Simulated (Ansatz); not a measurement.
**Al: zone-centre modes**

Level of theory: DFT PBE, scalar-relativistic, plane waves, PAW in Ansatz. Cutoff 420 eV, 18×18×4 k-points (Γ-centred), Fermi-Dirac smearing of 0.15 eV. No spin polarisation. Phonons by linear response, acoustic sum rule imposed.

Relaxed structure:
```
Al
1.0
     2.86637    0.00000    0.00000
    -1.43319    2.48235    0.00000
     0.00000    0.00000   11.65123
Al
5
Direct
  0.66667 0.33333 0.80138
  0.00000 0.00000 0.00000
  0.33333 0.66667 0.19862
  0.66667 0.33333 0.39890
  0.33333 0.66667 0.60110
```

It was reached by relaxing an invented guess, and it needn't be the stable form of this composition. In a metal, frequencies depend on the k mesh and the smearing, soft modes most. This form isn't the element's ground state: it lies 12 meV/atom above the standard structure at this level.

Optical modes at Γ:
```tsv
frequency (cm⁻¹)	degeneracy
76	2
85	2
136	2
137	2
182	1
184	1
300	1
311	1
```

All 12 optical modes at Γ are real: no displacement of atoms at fixed cell lowers the energy to second order. Strains and modes at other wave vectors aren't tested by this run.
